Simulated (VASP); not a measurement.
# As (R-3m) in VASP: band structure with PBE+D3(BJ)

Aim: the band structure of As with PBE+D3(BJ).

Everything below comes from runs of VASP 6.6.1. Logs are shortened: lines on timing, memory, paths and dates and some standing lists are left out, and cuts for length are marked.

## Step 1: Starting point

The structure is trigonal, space group R-3m (No. 166). Conventional cell: a = 3.792 Å, b = 3.792 Å, c = 10.085 Å, α = 90.00°, β = 90.00°, γ = 120.00°. As (site symmetry 3m) is surrounded by 3 As at 2.54 Å.

## Step 2: Band structure, PBE+D3(BJ)

INCAR reads:

```
ALGO = Normal ; EDIFF = 1E-7
ENCUT = 520 ; GGA = PE
ICORELEVEL = 1 ; ISIF = 2
ISMEAR = 0 ; IVDW = 12
LASPH = T ; LCHARG = F
LREAL = F ; LWAVE = F
NBANDS = 12 ; NELM = 80
PREC = Accurate ; SIGMA = 0.03
```

KPOINTS reads:

```
k-points
0
Gamma
  9 9 9
```

POSCAR reads:

```
As                                      
1.0
    1.8958985595      1.0945975470      3.3617279869
   -1.8958985595      1.0945975470      3.3617279869
    0.0000000000     -2.1891950844      3.3617279871
  As            
     2
Direct
     0.7695268149286889    0.7695268149286889    0.7695268149287102
     0.2304731850713111    0.2304731850713111    0.2304731850712898
```

KPOINTS_OPT reads:

```
explicit points
143
Reciprocal
 0.0000000000  0.0000000000  0.0000000000 1
 0.0357142857  0.0000000000  0.0000000000 1
 0.0714285714  0.0000000000  0.0000000000 1
 0.1071428571  0.0000000000  0.0000000000 1
 0.1428571429  0.0000000000  0.0000000000 1
 0.1785714286  0.0000000000  0.0000000000 1
[... 135 lines left out ...]
 0.6348377062  0.6348377062  0.2303245876 1
 0.6348377062  0.3651622938  0.0000000000 1
```

Potentials or basis: VASP PAW PBE potentials, release 64 (As).

Command:

```
$ cat potpaw_PBE.64/As/POTCAR > POTCAR
$ mpirun -np 1 vasp_std > vasp.out
```

OUTCAR:

```text
EDIFF = 1E-7
   ENCUT = 520
   GGA = PE
   ISIF = 2
   ISMEAR = 0
   IVDW = 12
   LASPH = T
   LREAL = F
   NELM = 80
   PREC = Accurate
 IVDW          = 12

 ion  position               nearest neighbor table
   1  0.770  0.770  0.770-   2 2.54   2 2.54   2 2.54
   2  0.230  0.230  0.230-   1 2.54   1 2.54   1 2.54

  LATTYP: Found a trigonal (rhomboedric) cell.
 ALAT       =     4.0117066438
 COS(alpha) =     0.5533145012

  Lattice vectors:

 A1 = (   1.8958985595,   1.0945975470,   3.3617279869)
 A2 = (  -1.8958985595,   1.0945975470,   3.3617279869)
 A3 = (   0.0000000000,  -2.1891950844,   3.3617279871)

Analysis of symmetry for initial positions (statically):
=====================================================================
 Subroutine PRICEL returns:
 Original cell was already a primitive cell.

 Routine SETGRP: Setting up the symmetry group for a
 trigonal (rhombohedral) supercell.

 Subroutine GETGRP returns: Found 12 space group operations
 (whereof 12 operations were pure point group operations)
 out of a pool of 12 trial point group operations.

The static configuration has the point symmetry D_3d.

Analysis of symmetry for dynamics (positions and initial velocities):
=====================================================================
 Subroutine PRICEL returns:
 Original cell was already a primitive cell.

 Routine SETGRP: Setting up the symmetry group for a
 trigonal (rhombohedral) supercell.

 Subroutine GETGRP returns: Found 12 space group operations
 (whereof 12 operations were pure point group operations)
 out of a pool of 12 trial point group operations.

The dynamic configuration has the point symmetry D_3d.

 Subroutine INISYM returns: Found 12 space group operations
 (whereof 12 operations are pure point group operations),
 and found     1 'primitive' translations

----------------------------------------------------------------------------------------

                                     Primitive cell

  volume of cell :      41.8585

  direct lattice vectors                    reciprocal lattice vectors
     1.895898559  1.094597547  3.361727987     0.263727190  0.152262964  0.099155355
    -1.895898559  1.094597547  3.361727987    -0.263727190  0.152262964  0.099155355
     0.000000000 -2.189195084  3.361727987     0.000000000 -0.304525928  0.099155356

  length of vectors
     4.011706644  4.011706644  4.011706641     0.320262120  0.320262120  0.320262120

  position of ions in fractional coordinates (direct lattice)
     0.769526815  0.769526815  0.769526815
     0.230473185  0.230473185  0.230473185

  ion indices of the primitive-cell ions
   primitive index   ion index
                 1           1
                 2           2

----------------------------------------------------------------------------------------

 KPOINTS: k-points

Automatic generation of k-mesh.
 Grid dimensions read from file:
 generate k-points for:    9    9    9

 Generating k-lattice:

  Cartesian coordinates                     Fractional coordinates (reciprocal lattice)
     0.029303021  0.016918107  0.011017262     0.111111111  0.000000000  0.000000000
    -0.029303021  0.016918107  0.011017262     0.000000000  0.111111111  0.000000000
     0.000000000 -0.033836214  0.011017262    -0.000000000 -0.000000000  0.111111111

  Length of vectors
     0.035584680  0.035584680  0.035584680

  Shift w.r.t. Gamma in fractional coordinates (k-lattice)
     0.000000000  0.000000000  0.000000000

 Subroutine IBZKPT returns following result:
 ===========================================

 Found     85 irreducible k-points:

 Following reciprocal coordinates:
            Coordinates               Weight
  0.000000  0.000000  0.000000      1.000000
  0.111111  0.000000  0.000000      6.000000
  0.222222  0.000000  0.000000      6.000000
  0.333333 -0.000000  0.000000      6.000000
  0.444444  0.000000  0.000000      6.000000
  0.111111  0.111111  0.000000      6.000000
[... 16 lines left out ...]
 -0.333333  0.333333  0.000000      6.000000
  0.444444  0.444444  0.000000      6.000000
 [... further k-points ...]
   k-points           NKPTS =     85   k-points in BZ     NKDIM =     85   number of bands    NBANDS=     12
   number of dos      NEDOS =    301   number of ions     NIONS =      2
   total plane-waves  NPLWV =  27000
   dimension x,y,z NGX =    30 NGY =   30 NGZ =   30
   dimension x,y,z NGXF=    60 NGYF=   60 NGZF=   60
   ions per type =               2
   NGX,Y,Z   is equivalent  to a cutoff of  12.43, 12.43, 12.43 a.u.
   NGXF,Y,Z  is equivalent  to a cutoff of  24.86, 24.86, 24.86 a.u.
 SYSTEM =  unknown system
   PREC   = accura    normal or accurate (medium, high low for compatibility)
   ISTART =      0    job   : 0-new  1-cont  2-samecut
   ICHARG =      2    charge: 1-file 2-atom 10-const
   ISPIN  =      1    spin polarized calculation?
   LNONCOLLINEAR =      F non collinear calculations
   LSORBIT =      F    spin-orbit coupling
   LASPH  =      T    aspherical Exc in radial PAW
   ENCUT  =  520.0 eV  38.22 Ry    6.18 a.u.   7.46  7.46  7.46*2*pi/ulx,y,z
   NELM   =     80;   NELMIN=  2; NELMDL= -5     # of ELM steps
   EDIFF  = 0.1E-06   stopping-criterion for ELM
   LREAL  =      F    real-space projection
   EDIFFG = 0.1E-05   stopping-criterion for IOM
   NSW    =      0    number of steps for IOM
   IBRION =     -1    ionic relax: 0-MD 1-quasi-New 2-CG
   NFREE  =      0    steps in history (QN), initial steepest desc. (CG)
   ISIF   =      2    stress and relaxation
   ISYM   =      2    0-nonsym 1-usesym 2-fastsym
   POTIM  = 0.5000    time-step for ionic-motion
   TEBEG  =    0.0;   TEEND  =   0.0 temperature during run
   PSTRESS=    0.0 pullay stress
   NELECT =      10.0000    total number of electrons
   NUPDOWN=      -1.0000    fix difference up-down
   EMIN   =  10.00;   EMAX   =-10.00  energy-range for DOS
   EFERMI =   0.00;   METHOD = LEGACY
   ISMEAR =     0;   SIGMA  =   0.03  broadening in eV -4-tet -1-fermi 0-gaus
   EFERMI_NEDOS =   21; number of points for ismear=-14 and -15
   IALGO  =     38    algorithm
   IMIX   =      4    mixing-type and parameters
     AMIX     =   0.40;   BMIX     =  1.00
     AMIX_MAG =   1.60;   BMIX_MAG =  1.00
  volume/ion in A,a.u.               =      20.93       141.24
  Fermi-wavevector in a.u.,A,eV,Ry     =   1.015813  1.919608 14.039522  1.031876
  Thomas-Fermi vector in A             =   2.149120
   LORBIT       =      0    0 simple, 1 ext, 2 COOP (PROOUT), +10 PAW based schemes
   GGA     = PE    functional components
   LHFCALC =     F    Hartree Fock is set to
   AEXX    =    0.0000 exact exchange contribution
   IVDW    =    12    specifies the selected vdW correction
   LEPSILON=     F    determine dielectric tensor
   LRPA    =     F    only Hartree local field effects (RPA)
 non-spin polarized calculation
 Gauss-broadening in eV      SIGMA  =   0.03
  energy-cutoff  :      520.00
  volume of cell :       41.86
 maximum number of plane-waves:      1141
 NGX is ok and might be reduce to    30
   NGX = 15   NGY = 15   NGZ = 15

 number of electron      10.0000000 magnetization

 Free energy of the ion-electron system (eV)
  ---------------------------------------------------
  ext. energy  EPLUGINS =         0.00000000
  ---------------------------------------------------
  free energy    TOTEN  =        -9.32057811 eV

  energy without entropy =       -9.32056546  energy(sigma->0) =       -9.32057178

 the core state eigenenergies are
   1-  1s -11707.5567  2s  -1476.0706  2p  -1292.9065  3s   -179.9877  3p   -123.3660
       3d    -30.3785
   2-  1s -11707.5567  2s  -1476.0706  2p  -1292.9065  3s   -179.9877  3p   -123.3660
       3d    -30.3785

 E-fermi :   5.6985     XC(G=0): -10.1227

 val. band max:        5.6457445027   @ k =   0.3333   0.2222   0.2222
 cond. band min:       5.7512504856   @ k =   0.4444   0.0000   0.0000
 fundamental gap:      0.1055059829
 Fermi energy:         5.6984974969

 k-point     1 :       0.0000    0.0000    0.0000
  band No.  band energies     occupation
      1      -9.3794      2.00000
      2       0.1448      2.00000
      3       3.3706      2.00000
      4       3.6401      2.00000
      5       3.6401      2.00000
      6       7.8597      0.00000
      7       8.8583      0.00000
      8       8.8583      0.00000
      9      12.1935      0.00000
     10      12.1935      0.00000
     11      12.6020      0.00000
     12      14.2340      0.00000

 k-point     2 :       0.1111    0.0000    0.0000
  band No.  band energies     occupation
      1      -9.2132      2.00000
      2      -0.5305      2.00000
      3       3.3785      2.00000
      4       3.5641      2.00000
      5       3.8269      2.00000
      6       7.9210      0.00000
      7       8.4994      0.00000
      8       8.5723      0.00000
      9      11.5194      0.00000
     10      12.1427      0.00000
     11      12.1633      0.00000
     12      15.3059      0.00000

 k-point     3 :       0.2222    0.0000    0.0000
  band No.  band energies     occupation
      1      -8.7186      2.00000
      2      -2.0008      2.00000
      3       3.2826      2.00000
      4       3.3992      2.00000
      5       4.2707      2.00000
      6       7.3741      0.00000
      7       7.7431      0.00000
      8       7.8336      0.00000
      9      11.6455      0.00000
     10      12.3134      0.00000
     11      12.9225      0.00000
     12      17.4771      0.00000
[... 286 lines left out ...]
 k-point    23 :      -0.3333    0.3333    0.0000
  band No.  band energies     occupation
      1      -5.6745      2.00000
      2      -5.4620      2.00000
      3      -0.3402      2.00000
      4       2.4322      2.00000
      5       2.6089      2.00000
      6       8.3282      0.00000
      7       8.6284      0.00000
      8      11.8626      0.00000
      9      12.1244      0.00000
     10      13.7837      0.00000
     11      15.7886      0.00000
     12      18.5203      0.00000

 k-point    24 :       0.4444    0.4444    0.0000
  band No.  band energies     occupation
      1      -6.6916      2.00000
      2      -3.6368      2.00000
      3      -0.4226      2.00000
      4       1.4641      2.00000
      5       1.4853      2.00000
      6       7.3979      0.00000
      7      11.3329      0.00000
      8      12.3296      0.00000
      9      12.9249      0.00000
     10      16.2498      0.00000
     11      17.7067      0.00000
     12      19.2317      0.00000

 [... further k-points ...]

------------------------ aborting loop because EDIFF is reached ----------------------------------------

 Edisp (eV)   -0.86471

 E8    (eV) :    -0.3663

  FORCE on cell =-STRESS in cart. coord.  units (eV):
  Direction    XX          YY          ZZ          XY          YZ          ZX
  --------------------------------------------------------------------------------------
  -------------------------------------------------------------------------------------
  Total       0.00166     0.00166     0.00489     0.00000     0.00000     0.00000
  in kB       0.06340     0.06340     0.18735     0.00000     0.00000     0.00000
  external pressure =        0.10 kB  Pullay stress =        0.00 kB

 VOLUME and BASIS-vectors are now :
 -----------------------------------------------------------------------------
  energy-cutoff  :      520.00
  volume of cell :       41.86
      direct lattice vectors                 reciprocal lattice vectors
     1.895898559  1.094597547  3.361727987     0.263727190  0.152262964  0.099155355
    -1.895898559  1.094597547  3.361727987    -0.263727190  0.152262964  0.099155355
     0.000000000 -2.189195084  3.361727987     0.000000000 -0.304525928  0.099155356

 POSITION                                       TOTAL-FORCE (eV/Angst)
 -----------------------------------------------------------------------------------
      0.00000      0.00000      7.76082         0.000000     -0.000000     -0.000162
      0.00000      0.00000      2.32436         0.000000      0.000000      0.000162
 -----------------------------------------------------------------------------------
    total drift:                               -0.000000      0.000000     -0.000000

  FREE ENERGIE OF THE ION-ELECTRON SYSTEM (eV)
  ---------------------------------------------------
  free  energy   TOTEN  =       -10.1852835192 eV

  energy  without entropy=      -10.1852708683  energy(sigma->0) =      -10.18527719
```

It took 40 s on 1 thread of Intel Xeon 6975P-C (Granite Rapids), shared host; peak memory 0.21 GiB.

Results:

```
Free energy                : -10.1853 eV
Pressure                   : 0.0 GPa
Band gap along the path    : none (metal or under the smearing width)
Dispersion energy per atom : -0.432 eV
```

Levels at the corners of the path, in eV from the Fermi level:
```tsv
point	band 3	band 4	band 5	band 6	band 7	band 8
Γ	-2.33	-2.06	-2.06	2.16	3.16	3.16
L	-2.53	-2.33	-0.27	-0.27	0.32	0.91
L	-2.53	-2.33	-0.27	-0.27	0.32	0.91
B1	-5.97	-5.58	-1.07	1.04	5.49	5.64
B	-5.97	-5.58	-1.07	1.04	5.49	5.64
Z	-1.69	-1.69	-0.63	0.38	0.38	1.56
Z	-1.69	-1.69	-0.63	0.38	0.38	1.56
Γ	-2.33	-2.06	-2.06	2.16	3.16	3.16
Γ	-2.33	-2.06	-2.06	2.16	3.16	3.16
X	-6.27	-3.62	-3.45	3.28	3.61	5.27
Q	-6.27	-3.62	-3.45	3.28	3.61	5.27
F	-6.29	-4.31	-4.26	1.66	5.73	6.73
F	-6.29	-4.31	-4.26	1.66	5.73	6.73
P1	-6.30	-3.82	-3.19	2.62	3.85	5.85
P1	-6.30	-3.82	-3.19	2.62	3.85	5.85
Z	-1.69	-1.69	-0.63	0.38	0.38	1.56
L	-2.53	-2.33	-0.27	-0.27	0.32	0.91
P	-6.30	-3.82	-3.19	2.62	3.85	5.85
```

Core levels (eV, on the scale of the bands):
| atom | levels |
| --- | --- |
| 1 As | 1s -11707.6, 2s -1476.1, 2p -1292.9, 3s -180.0, 3p -123.4, 3d -30.4 |
| 2 As | 1s -11707.6, 2s -1476.1, 2p -1292.9, 3s -180.0, 3p -123.4, 3d -30.4 |

Caveat: pairwise dispersion overbinds metals, which lowers pressure and volume.
